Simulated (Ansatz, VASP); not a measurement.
## TiN in VASP and in Ansatz

```
CELL_PARAMETERS angstrom
0.00000 2.11746 2.11746
2.11746 0.00000 2.11746
2.11746 2.11746 0.00000
ATOMIC_POSITIONS crystal
Ti 0.00000 0.00000 0.00000
N 0.50000 0.50000 0.50000
```

Alike in both runs: functional r2SCAN; k mesh 16 × 16 × 16; occupations fermi-dirac, width 0.15 eV; no spin polarisation.

Ansatz relaxed the structure, and its values are those at the end. VASP's run is a single point on that final structure, the one shown.

```csv
,VASP,Ansatz
version,VASP 6.6.1,Ansatz 0.2.0
potentials or method,"VASP PAW PBE potentials, release 64 (Ti_sv, N)","scalar-relativistic, plane waves, PAW"
plane-wave cutoff (eV),520,500
valence electrons in the cell,17,17
```

|  | VASP | Ansatz | Ansatz less VASP |
| --- | --- | --- | --- |
| gap on the k mesh at the Fermi level (eV) | none | none | - |
| pressure (GPa) | 1.3 | 0.0 | -1.34 |

A gap of «none» marks a metal or a gap that the smearing closes.

Caveats: the PAW data sets were made with another functional, which shifts forces and pressure a little (VASP).
